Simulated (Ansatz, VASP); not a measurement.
One calculation of As, two programs

```
As
1.0
     1.90361    1.09905    3.60816
    -1.90361    1.09905    3.60816
     0.00000   -2.19810    3.60816
As
2
Cartesian
  0.0000 0.0000 8.3750
  0.0000 0.0000 2.4495
```

Alike in both runs: task single point; functional PBE; k mesh 10 × 10 × 10; occupations fermi-dirac, width 1 eV; no spin polarisation.

```csv
,VASP,Ansatz
version,VASP 6.6.1,Ansatz 0.2.0
potentials or method,"VASP PAW PBE potentials, release 64 (As)","plane waves (420 eV) with PAW, scalar-relativistic"
plane-wave cutoff (eV),520,420
valence electrons in the cell,10,30
```

Ansatz gave:

```
pressure (GPa)                                  : 4.6
largest component of the traceless stress (GPa) : 0.87
```

Q: Which values does VASP return?

A: Pressure (GPa): 4.8; largest component of the traceless stress (GPa): 0.94.

The two sets of potentials don't hold the same shells in valence.
